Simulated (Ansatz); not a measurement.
SrCl₂ in the CdCl2-type structure (it has left that coordination) (r2SCAN+rVV10 geometry), in Ansatz:

```yaml
crystal:
  lattice:
    - [2.45672, 1.41839, 4.01532]
    - [-2.45672, 1.41839, 4.01532]
    - [0.00000, -2.83678, 4.01532]
  atoms:
    - { symbol: Sr, position: [0.00000, 0.00000, 0.00000] }
    - { symbol: Cl, position: [0.24995, 0.24995, 0.24995] }
    - { symbol: Cl, position: [0.75005, 0.75005, 0.75005] }
```

G0W0@PBE with 315 empty bands, a screening cutoff of 140 eV and a 4×4×4 mesh (PAW, contour deformation) gives 7.510 eV over the mesh points, from a PBE gap of 5.387 eV; it sums over 327 bands with 331 plane waves in the screening and a wave cutoff of 420 eV. The G0W0 figures hold for the stated bands, cutoff and mesh and aren't extrapolated. The calculation is spin-unpolarised, and the structure need not be a phase that has been made.

Problem. Another run gave a Kohn-Sham gap of 5.387 eV and a G0W0 gap of 7.529 eV, summing over 327 bands with 331 plane waves in the screening and a wave cutoff of 925 eV. What was changed?

Solution. Potentials of the kind norm-conserving. The wave cutoff gives it away.

Problem. Estimate the gap with mesh 6×6×6, empty bands 136, screening cutoff 80 eV.

Solution. 7.328 eV (-0.182 eV), from a Kohn-Sham gap of 5.387 eV.

Problem. Another run gave a Kohn-Sham gap of 5.387 eV and a G0W0 gap of 7.603 eV, summing over 592 bands with 561 plane waves in the screening and a wave cutoff of 420 eV. What was changed?

Solution. Empty bands 580, screening cutoff 210 eV. The counts of bands and plane waves show it.

Problem. Estimate the gap with starting point HSE06.

Solution. 8.095 eV (+0.585 eV), from a Kohn-Sham gap of 6.668 eV.
